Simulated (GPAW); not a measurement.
Runs of GPAW 26.7.0 on FePt (Tetraferroplatinum). It takes space group P4/mmm (No. 123, tetragonal). The conventional cell has a = 2.724 Å, b = 2.724 Å, c = 3.720 Å, α = 90.00°, β = 90.00°, γ = 90.00°. Pt (site symmetry 4/mmm) has 8 Fe at 2.68 Å and 4 Pt at 2.72 Å as nearest neighbours. Around Fe (site symmetry 4/mmm) lie 8 Pt at 2.68 Å and 4 Fe at 2.72 Å. 

```csv
task,level,potentials or basis,spin,U,cell,data set,band path,band points,spin axis theta (degrees),spin axis phi (degrees),pressure (GPa),moment (μB)
band structure,LDA+U,"the program's PAW data sets (release 1.2.1) made for this functional, pw","collinear, ferromagnetic start","Fe d U = 6 eV, Pt d U = 5.3 eV",as given,-,"GXMGZRAZ,XR,MA",100,-,-,(b),3.79
band structure,vdW-DF,"GPAW PAW data sets (gpaw-data 1.2.1), pw","collinear, ferromagnetic start, SOC",-,as given,-,"GXMGZRAZ,XR,MA",60,0,0,-,(a)
band structure,LDA,"PAW data sets generated in the run's folder for this functional, pw","collinear, ferromagnetic start",-,as given,-,"GXMGZRAZ,XR,MA",80,-,-,-12.9,3.17
relaxation of cell and atoms,RPBE+D3,"the program's PAW data sets (release 1.2.1) made for this functional, pw","collinear, ferromagnetic start",-,relaxed,-,-,-,-,-,-0.1,3.28
band structure,vdW-DF2,"GPAW PAW data sets (gpaw-data 1.2.1), pw","collinear, ferromagnetic start, SOC",-,as given,-,"GXMGZRAZ,XR,MA",80,54.7,45,-,3.13
```

Alike in all rows: k mesh 7 × 7 × 5; cutoff (eV) 600; smearing fermi-dirac 0.05 eV.

Question: Estimate the missing entries.

Answer: (a) 3.22; (b) 4.2.

Caveats: spin-orbit coupling was added after a scalar SCF, so levels and gaps hold it while energy, forces, pressure and moments don't (some runs); the PAW data sets were made with another functional, which shifts forces and pressure a little (some runs); the U is typed as a test and isn't derived for this compound (some runs); each step starts from the last one's moments, so a moment once lost doesn't come back (some runs); later steps reuse the first step's grids (some runs).

Runs at the PBE level aren't shown here.
